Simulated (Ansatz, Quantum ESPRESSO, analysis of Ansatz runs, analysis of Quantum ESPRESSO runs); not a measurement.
# Substitutional N in diamond: charge-transition level against experiment (Quantum ESPRESSO), part 3 of 4

Subject: substitutional N in diamond. Wanted: its charge-transition level, in one set-up (PBE, PseudoDojo 0.4.1 SR PBE standard, 32-site cell, PBE lattice, k: the single point 1/4 1/4 1/4 then 2x2x2 shifted, started with the impurity moved along one bond, start relaxed with Ansatz). The model is a cell of 32 host atoms with 1 C taken out and 1 N put in. The level is the Fermi energy at which two charge states have equal formation energy, after a correction for the images of the charge. Other potentials or another program check that the number doesn't hang on one set of files.

Quantum ESPRESSO 7.5; PBE, PseudoDojo 0.4.1 SR PBE standard, 32-site cell, PBE lattice, k: the single point 1/4 1/4 1/4 then 2x2x2 shifted, started with the impurity moved along one bond, start relaxed with Ansatz.

So far: The starting structure; Relaxation, charge +1; Single point, charge +1.

### Step 4. Relaxation, charge 0

Level of this step: Quantum ESPRESSO plane-wave DFT, PBE, PseudoDojo 0.4.1 SR PBE standard potentials; relaxation of all atoms of a defect supercell (Quantum ESPRESSO).

pw.in reads:

```
&CONTROL
  calculation = 'relax'
  prefix = 'pwscf'
  outdir = './tmp'
  pseudo_dir = './pseudo'
  tprnfor = .true.
  disk_io = 'low'
  nstep = 70
  forc_conv_thr = 0.00078
  etot_conv_thr = 0.0001
/
&SYSTEM
  ibrav = 0
  nat = 32
  ntyp = 2
  ecutwfc = 84
  nbnd = 69
  occupations = 'smearing'
  smearing = 'fd'
  degauss = 0.00073499
  nspin = 2
  starting_magnetization(1) = 0.125
  starting_magnetization(2) = 0.1
  tot_magnetization = 1
  nosym = .true.
/
&ELECTRONS
  conv_thr = 3d-08
  electron_maxstep = 100
  mixing_beta = 0.3
/
&IONS
  ion_dynamics = 'bfgs'
/
ATOMIC_SPECIES
C     12.0110 C.upf
N     14.0070 N.upf
CELL_PARAMETERS angstrom
  -3.5717645206    3.5717645206    3.5717645206
   3.5717645206   -3.5717645206    3.5717645206
   3.5717645206    3.5717645206   -3.5717645206
ATOMIC_POSITIONS crystal
C     -0.0006440877   -0.0003171169    0.4998950859
C     -0.0054307599    0.2473991411    0.2466093873
[... 4 atom lines left out ...]
C      0.2500923821    0.4981511177    0.7466506633
C      0.2500924428    0.7474419999    0.4973614351
[... 1 atom line left out ...]
C      0.4978239365    0.2504195230    0.7466508643
N      0.4618344838    0.4621622300    0.4613707068
C      0.4978236508    0.7474411576    0.2496299624
[... 1 atom line left out ...]
C      0.7471148688    0.2504200687    0.4973615465
C      0.7471135025    0.4981503962    0.2496298937
C      0.7532787932    0.7536058040    0.0025874386
[... 6 atom lines left out ...]
C      0.2437127687    0.4912431074    0.4904519888
[... 2 atom lines left out ...]
C      0.4909158091    0.2440405569    0.4904522782
C      0.4909144202    0.4912419779    0.2432514755
[... 4 atom lines left out ...]
C      0.7893670126    0.7896941223    0.7889051287
K_POINTS crystal
1
0.25 0.25 0.25 1.0
```

Run with:

```sh
$ OMP_NUM_THREADS=1 mpirun -n 4 pw.x -in pw.in > pw.out
```

Log:

```text
[banner, memory and clock lines left out]
          URL

     bravais-lattice index     =            0
     lattice parameter (alat)  =      11.6907  a.u.
     unit-cell volume          =    1229.9998 (a.u.)^3
     number of atoms/cell      =           32
     number of atomic types    =            2
     number of electrons       =       129.00 (up:  65.00, down:  64.00)
     number of Kohn-Sham states=           69
     kinetic-energy cutoff     =      84.0000  Ry
     charge density cutoff     =     336.0000  Ry
     scf convergence threshold =      3.0E-08
     mixing beta               =       0.3000
     number of iterations used =            8  plain     mixing
     energy convergence thresh.=      1.0E-04
     force convergence thresh. =      7.8E-04
     Exchange-correlation= PBE
                           (   1   4   3   4   0   0   0)
     nstep                     =           70

     celldm(1)=  11.690748  celldm(2)=   0.000000  celldm(3)=   0.000000
     celldm(4)=   0.000000  celldm(5)=   0.000000  celldm(6)=   0.000000

     crystal axes: (cart. coord. in units of alat)
               a(1) = (  -0.577350   0.577350   0.577350 )
               a(2) = (   0.577350  -0.577350   0.577350 )
               a(3) = (   0.577350   0.577350  -0.577350 )

     reciprocal axes: (cart. coord. in units 2 pi/alat)
               b(1) = ( -0.000000  0.866025  0.866025 )
               b(2) = (  0.866025 -0.000000  0.866025 )
               b(3) = (  0.866025  0.866025  0.000000 )

     PseudoPot. # 1 for C  read from file:
     C.upf
     Pseudo is Norm-conserving + core correction, Zval =  4.0
     Generated using ONCVPSP code by D. R. Hamann
     Using radial grid of 1248 points,  4 beta functions with:
                l(1) =   0
                l(2) =   0
                l(3) =   1
                l(4) =   1

     PseudoPot. # 2 for N  read from file:
     N.upf
     Pseudo is Norm-conserving + core correction, Zval =  5.0
     Generated using ONCVPSP code by D. R. Hamann
     Using radial grid of 1058 points,  4 beta functions with:
                l(1) =   0
                l(2) =   0
                l(3) =   1
                l(4) =   1

     atomic species   valence    mass     pseudopotential
     C                 4.00    12.01100     C ( 1.00)
     N                 5.00    14.00700     N ( 1.00)

     Starting magnetic structure
     atomic species   magnetization
     C               0.125
     N               0.100

     No symmetry found

   Cartesian axes

     site n.     atom                  positions (alat units)
         1        C      tau(   1) = (   0.2888033   0.2884258  -0.2891695  )
         2        C      tau(   2) = (   0.2883514  -0.0035914  -0.0026795  )
         3        C      tau(   3) = (   0.2888034  -0.2900820   0.2893369  )
         4        C      tau(   4) = (   0.8679717   0.0013050   0.0022161  )
         5        C      tau(   5) = (  -0.0032137   0.2879739  -0.0026792  )
         6        C      tau(   6) = (  -0.0032130  -0.0035907   0.2888836  )
         7        C      tau(   7) = (   0.5742957   0.2878622   0.0009196  )
         8        C      tau(   8) = (   0.5742967   0.0000069   0.2887750  )
         9        C      tau(   9) = (  -0.2897039   0.2884259   0.2893367  )
        10        C      tau(  10) = (   0.2882401   0.5739181   0.0009195  )
        11        N      tau(  11) = (   0.2665617   0.2661833   0.2670972  )
        12        C      tau(  12) = (   0.2882407   0.0000072   0.5748300  )
        13        C      tau(  13) = (   0.0016827   0.8675940   0.0022162  )
        14        C      tau(  14) = (   0.0003849   0.5739187   0.2887752  )
        15        C      tau(  15) = (   0.0003850   0.2878628   0.5748296  )
        16        C      tau(  16) = (   0.0016827   0.0013051   0.8685064  )
        17        C      tau(  17) = (   0.1458758   0.1454982  -0.1463658  )
[...]
25        C      tau(  25) = (   0.1423259   0.7210474  -0.1437625  )
        26        C      tau(  26) = (   0.1406293   0.4256962   0.1411645  )
        27        C      tau(  27) = (   0.1406304   0.1402522   0.4266070  )
        28        C      tau(  28) = (   0.1423253  -0.1446744   0.7219602  )
        29        C      tau(  29) = (  -0.1442966   0.7210485   0.1428598  )
        30        C      tau(  30) = (  -0.1454318   0.4310472   0.4319581  )
        31        C      tau(  31) = (  -0.1442969   0.1419476   0.7219598  )
        32        C      tau(  32) = (   0.4556634   0.4552857   0.4561968  )

     number of k points=     1  Fermi-Dirac smearing, width (Ry)=  0.0007
                       cart. coord. in units 2pi/alat
        k(    1) = (   0.4330127   0.4330127   0.4330127), wk =   1.0000000

     Dense  grid:   128207 G-vectors     FFT dimensions: (  72,  72,  72)

     Generating pointlists ...
     new r_m :   0.0986 (alat units)  1.1530 (a.u.) for type    1
     new r_m :   0.0986 (alat units)  1.1530 (a.u.) for type    2

     Initial potential from superposition of free atoms

     starting charge     128.9986, renormalised to     129.0000
     Starting wfcs are  128 randomized atomic wfcs

     Self-consistent Calculation

     iteration #  1     ecut=    84.00 Ry     beta= 0.30
     Davidson diagonalization with overlap
     ethr =  1.00E-02,  avg # of iterations =  3.0

     total energy              =    -393.59666078 Ry
     estimated scf accuracy    <       1.91292795 Ry

     total magnetization       =     1.00 Bohr mag/cell
     absolute magnetization    =     1.10 Bohr mag/cell

     iteration #  2     ecut=    84.00 Ry     beta= 0.30
     Davidson diagonalization with overlap
     ethr =  1.48E-03,  avg # of iterations =  1.5

     total energy              =    -393.44303000 Ry
     estimated scf accuracy    <       0.80301134 Ry

     total magnetization       =     1.00 Bohr mag/cell
     absolute magnetization    =     1.04 Bohr mag/cell

     iteration #  3     ecut=    84.00 Ry     beta= 0.30
     Davidson diagonalization with overlap
     ethr =  6.22E-04,  avg # of iterations =  8.0

     total energy              =    -393.52744441 Ry
     estimated scf accuracy    <       0.01928206 Ry

     total magnetization       =     1.00 Bohr mag/cell
     absolute magnetization    =     1.06 Bohr mag/cell

     iteration #  4     ecut=    84.00 Ry     beta= 0.30
     Davidson diagonalization with overlap
     ethr =  1.49E-05,  avg # of iterations = 13.5

     total energy              =    -393.53651487 Ry
     estimated scf accuracy    <       0.00439465 Ry

[...]
atom    6 type  1   force =    -0.00022761   -0.00022962   -0.00013423
     atom    7 type  1   force =     0.00003341   -0.00012953    0.00004181
     atom    8 type  1   force =     0.00003083    0.00004293   -0.00013879
     atom    9 type  1   force =    -0.00016433   -0.00001027   -0.00000209
     atom   10 type  1   force =    -0.00012839    0.00003204    0.00004429
     atom   11 type  2   force =    -0.00133578   -0.00133412   -0.00135677
     atom   12 type  1   force =    -0.00013590    0.00004276    0.00003154
     atom   13 type  1   force =     0.00011829   -0.00050887    0.00012019
     atom   14 type  1   force =     0.00004190    0.00003132   -0.00013909
     atom   15 type  1   force =     0.00004280   -0.00013484    0.00003540
     atom   16 type  1   force =     0.00012321    0.00012284   -0.00052019
[...]
Total force =     0.003441     Total SCF correction =     0.000094

     BFGS Geometry Optimization
     Energy error            =      1.2E-05 Ry
     Gradient error          =      1.4E-03 Ry/Bohr

     number of scf cycles    =   1
     number of bfgs steps    =   0

     energy             new  =    -393.5376439405 Ry

     new trust radius        =       0.0023248655 bohr
     new conv_thr            =       0.0000000300 Ry

ATOMIC_POSITIONS (crystal)
C               -0.0006568612       -0.0003297187        0.4998938623
C               -0.0054633132        0.2473717490        0.2465819288
C               -0.0006575616        0.5006831443       -0.0011199298
C                0.0030675392        0.7535759741        0.7527866843
C                0.2470446415       -0.0051359576        0.2465819129
C                0.2470439156        0.2473712093       -0.0059260263
C                0.2500858843        0.4981566900        0.7466435431
C                0.2500853418        0.7474340023        0.4973668994
C                0.5003561738       -0.0003302650       -0.0011197288
C                0.4978295907        0.2504132933        0.7466437269
N                0.4616351485        0.4619627722        0.4611729264
C                0.4978291544        0.7474334267        0.2496230629
C                0.7532488735        0.0033941745        0.7527867416
C                0.7471068855        0.2504128698        0.4973669705
C                0.7471061360        0.4981561890        0.2496230758
C                0.7532493586        0.7535763967        0.0026056661
[...]
NEW-OLD atomic charge density approx. for the potential
     Generating pointlists ...

     Self-consistent Calculation

     iteration #  1     ecut=    84.00 Ry     beta= 0.30
     Davidson diagonalization with overlap
     ethr =  1.00E-06,  avg # of iterations =  3.0

     Threshold (ethr) on eigenvalues was too large:
     Diagonalizing with lowered threshold

     Davidson diagonalization with overlap
     ethr =  1.20E-09,  avg # of iterations =  5.5

     total energy              =    -393.53765024 Ry
     estimated scf accuracy    <       0.00000186 Ry

     total magnetization       =     1.00 Bohr mag/cell
     absolute magnetization    =     1.13 Bohr mag/cell

     iteration #  2     ecut=    84.00 Ry     beta= 0.30
     Davidson diagonalization with overlap
     ethr =  1.44E-09,  avg # of iterations =  2.0

     total energy              =    -393.53765027 Ry
     estimated scf accuracy    <       0.00000052 Ry

     total magnetization       =     1.00 Bohr mag/cell
     absolute magnetization    =     1.13 Bohr mag/cell

     iteration #  3     ecut=    84.00 Ry     beta= 0.30
     Davidson diagonalization with overlap
     ethr =  4.07E-10,  avg # of iterations =  4.0

     total energy              =    -393.53765034 Ry
     estimated scf accuracy    <       0.00000008 Ry

     total magnetization       =     1.00 Bohr mag/cell
     absolute magnetization    =     1.13 Bohr mag/cell

     iteration #  4     ecut=    84.00 Ry     beta= 0.30
     Davidson diagonalization with overlap
     ethr =  6.32E-11,  avg # of iterations =  2.5

     Magnetic moment per site  (integrated on atomic sphere of radius R)
[...]
atom  25 (R=0.099)  charge=  1.8110  magn=  0.0044
     atom  26 (R=0.099)  charge=  1.8060  magn= -0.0025
     atom  27 (R=0.099)  charge=  1.8058  magn= -0.0025
     atom  28 (R=0.099)  charge=  1.8109  magn=  0.0044
     atom  29 (R=0.099)  charge=  1.8110  magn=  0.0044
     atom  30 (R=0.099)  charge=  1.8339  magn=  0.0035
     atom  31 (R=0.099)  charge=  1.8109  magn=  0.0044
     atom  32 (R=0.099)  charge=  1.8545  magn=  0.2964

     End of self-consistent calculation

 ------ SPIN UP ------------

          k = 0.4330 0.4330 0.4330 ( 16052 PWs)   bands (ev):

[...]
15.6918  18.5077  19.0862  19.0867  19.3003

 ------ SPIN DOWN ----------

          k = 0.4330 0.4330 0.4330 ( 16052 PWs)   bands (ev):

    -7.5687  -6.4907  -6.4907  -6.3693  -3.9787  -2.5244  -2.5244  -2.2514
    -2.2514  -2.2379  -2.1745  -2.1745  -2.0979  -2.0596  -2.0596  -1.5778
     1.6144   2.0497   2.0497   2.3972   2.3972   2.4046   2.4778   2.5105
     2.5105   2.5876   2.5876   3.1112   5.6411   5.6411   6.0139   6.3720
     6.3720   6.3722   6.5090   6.5090   6.5278   6.5312   6.6932   6.6971
     6.6971   6.7924   6.7924   7.2504   7.8950   7.8950   8.2686   8.2686
     8.3109   8.3595   8.3595   8.4027   8.5168   8.5416   8.5416   9.1119
    11.0920  11.0920  11.4339  11.4339  11.5597  11.5597  11.5781  12.3368
    16.9518  18.5835  19.1062  19.1064  19.3139

     the spin up/dw Fermi energies are    16.0142   12.6144 ev

!    total energy              =    -393.53765035 Ry
     estimated scf accuracy    <          9.8E-09 Ry
     smearing contrib. (-TS)   =      -0.00000000 Ry
     internal energy E=F+TS    =    -393.53765035 Ry

     The total energy is F=E-TS. E is the sum of the following terms:
     one-electron contribution =     127.63282394 Ry
     hartree contribution      =      33.84187592 Ry
     xc contribution           =    -140.72262186 Ry
     ewald contribution        =    -414.28972836 Ry

     total magnetization       =     1.00 Bohr mag/cell
     absolute magnetization    =     1.13 Bohr mag/cell

     convergence has been achieved in   4 iterations

     Forces acting on atoms (cartesian axes, Ry/au):

[...]
atom   25 type  1   force =     0.00002772   -0.00007133    0.00000417
     atom   26 type  1   force =    -0.00019174   -0.00010154   -0.00019956
     atom   27 type  1   force =    -0.00019524   -0.00019514   -0.00010205
     atom   28 type  1   force =     0.00002858    0.00000293   -0.00007176
     atom   29 type  1   force =     0.00000200   -0.00007255    0.00002579
     atom   30 type  1   force =    -0.00002130   -0.00011020   -0.00010910
     atom   31 type  1   force =     0.00000262    0.00002915   -0.00007074
     atom   32 type  1   force =    -0.00001619   -0.00001355   -0.00002129

     Total force =     0.001415     Total SCF correction =     0.000075
     Energy error            =      6.4E-06 Ry
     Gradient error          =      4.7E-04 Ry/Bohr

     bfgs converged in   2 scf cycles and   1 bfgs steps
     (criteria: energy <  1.0E-04 Ry, force <  7.8E-04 Ry/Bohr)

     End of BFGS Geometry Optimization

     Final energy             =    -393.5376503535 Ry

     File ./tmp/pwscf.bfgs deleted, as requested
Begin final coordinates

ATOMIC_POSITIONS (crystal)
[...]
C                0.4999473558       -0.0012475456        0.7477117707
C                0.4910201864        0.2440743474        0.4905568917
C                0.4910192634        0.4913465523        0.2432841153
C                0.4999476210        0.7485014535       -0.0020373443
C                0.7481746260       -0.0012474676        0.4994851949
C                0.7473912968        0.2481486228        0.2473592096
C                0.7481741714        0.5002746624       -0.0020373179
C                0.7893917461        0.7897188767        0.7889291779
End final coordinates
```

It took 27 s on 4 MPI ranks of Arm Neoverse V2, shared host; peak memory 0.48 GiB.

No atom moved by 0.005 Å in the relaxation.

Neighbours of N11 at the end:

```
atom  distance (Å)
 C23         1.479
 C27         1.479
 C26         1.479
 C32         2.028
  C2         2.363
  C5         2.363
  C6         2.363
  C7         2.521
 C10         2.521
 C12         2.521
 C15         2.521
  C8         2.521
 C14         2.521
```

Numbers from this step:

* total moment: 1.000 μB
* integral of the absolute spin density: 1.135 μB

(Continued in part 4 of 4.)

[Logs are printed without paths, hosts, clocks, repeated set-up lines and the standing remarks that a program may print on its own settings, such as how far it seeks lower states.]

[Hosts, paths, dates, database ids (printed as entryN), source tags and the programs' standing remarks are cut or masked in the printed files.]

[For some hosts the program warned that the k-mesh of the response run may be too coarse for force constants and the static dielectric constant; such warnings are not shown here.]
